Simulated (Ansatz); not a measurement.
We consider rock-salt LiI, described by PBE-D3(BJ) (PAW; Ansatz, a first-principles code).

Numerical settings: plane-wave cutoff 520 eV, 10×10×10 k mesh, Fermi–Dirac smearing 0.01 eV, scalar-relativistic PAW data made under PBE.

Equation-of-state points:

```tsv
V (Å³/atom)	E − E_lowest (meV/atom)	P (GPa)
23.625	7.79	1.744
24.128	3.35	1.100
24.631	0.81	0.523
25.133	0.00	0.006
25.636	0.72	-0.459
26.139	2.83	-0.876
26.641	6.17	-1.250
```

### Question
Estimate the bulk modulus from the pressures at 24.631 and 25.636 Å³/atom, and compare it with a fit to all energies.

### Answer
B = −V dP/dV. Between V = 24.631 and 25.636 Å³/atom, dP/dV = (-0.459 − (0.523))/(25.636 − 24.631) = -0.977 GPa per Å³/atom; at the midpoint 25.133 Å³/atom this gives B ≈ 24.6 GPa. The third-order Birch–Murnaghan fit gives V0 = 25.139 Å³/atom, B0 = 24.5 GPa, B′ = 4.4, which lies within 1 % of that estimate.

Measured, for comparison: bulk modulus 24 GPa (0 K, extrapolated to 0 K; as tabulated in Doll and Stoll (1998), arXiv:cond-mat/9801031). Computed (rounded) less measured: bulk modulus +2 %.

Spin–orbit coupling is not included.

Static lattice: no zero-point or thermal effects.
